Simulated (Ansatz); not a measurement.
# Convergence notes, G0W0 on CdSe (F-43m)

CdSe (F-43m) from a database structure, relaxed with r2SCAN; one-shot G0W0 in Ansatz without spin-orbit coupling. No spin polarisation and no zero-point or thermal motion.

```cif
data_structure
_symmetry_space_group_name_H-M 'F-43m'
_symmetry_Int_Tables_number 216
_cell_length_a 6.1356
_cell_length_b 6.1356
_cell_length_c 6.1356
_cell_angle_alpha 90.000
_cell_angle_beta 90.000
_cell_angle_gamma 90.000
_cell_volume 230.98
loop_
_atom_site_label
_atom_site_type_symbol
_atom_site_symmetry_multiplicity
_atom_site_Wyckoff_symbol
_atom_site_fract_x
_atom_site_fract_y
_atom_site_fract_z
_atom_site_occupancy
Cd1 Cd 4 a 0.00000 0.00000 0.00000 1
Se1 Se 4 c 0.25000 0.25000 0.25000 1
```

Gaps are read over the mesh points alone. G0W0 values are finite-basis, finite-mesh values.

| start | potentials | frequency model | mesh | empty bands | screening cutoff (eV) | Kohn-Sham gap (eV) | G0W0 gap (eV) | rough cost |
| --- | --- | --- | --- | --- | --- | --- | --- | --- |
| PBE | PAW | contour deformation | 4×4×4 | 93 | 80 | 0.54 | 1.05 | 23 core-seconds |
| PBE | PAW | contour deformation | 4×4×4 | 217 | 140 | 0.54 | 1.10 | 120 core-seconds |
| PBE | PAW | contour deformation | 4×4×4 | 399 | 210 | 0.54 | 1.10 | 8 core-minutes |
| HSE06 | PAW | contour deformation | 4×4×4 | 217 | 140 | 1.50 | 1.75 | 3 core-minutes |
| r2SCAN | PAW | contour deformation | 4×4×4 | 217 | 140 | 1.02 | 1.43 | 2.1 core-minutes |
| PBE | PAW | Godby-Needs pole | 4×4×4 | 217 | 140 | 0.54 | 1.19 | 70 core-seconds |
| PBE | PAW | contour deformation | 6×6×6 | 93 | 80 | 0.55 | 1.12 | 120 core-seconds |
| PBE | norm-conserving | contour deformation | 4×4×4 | 217 | 140 | 0.54 | 1.09 | 3 core-minutes |

Over the mesh points the PBE gap of 0.54 eV becomes a quasiparticle gap of 1.10 eV (direct at Γ), a change of +0.56 eV. Renormalisation factors Z lie between 0.69 and 0.74.

Raising bands and cutoff together moves the gap by +0.05 eV (80 to 140 eV), then 0.00 eV (140 to 210 eV); the last step is small, which bounds nothing strictly. Starting from HSE06 (1.50 eV against PBE's 0.54 eV) gives 1.75 eV, +0.65 eV from G0W0@PBE at the same screening cutoff. Starting from r2SCAN (1.02 eV against PBE's 0.54 eV) gives 1.43 eV, +0.33 eV from G0W0@PBE at the same screening cutoff. The Godby-Needs plasmon pole differs from contour deformation by +0.09 eV. A 6×6×6 mesh in place of 4×4×4 changes the opening over PBE by +0.05 eV (the gap on the mesh by +0.07 eV). Norm-conserving potentials (wave cutoff 1170 eV against 420 eV) shift the quasiparticle gap by -0.01 eV and the PBE gap by 0.00 eV. On these meshes the dielectric constant comes out too large, which adds an error that these runs don't bound. r2SCAN runs take a wave cutoff of 500 eV.

With a shallow d shell on the cation, G0W0 converges slowly in bands and cutoff, so these values are in doubt.
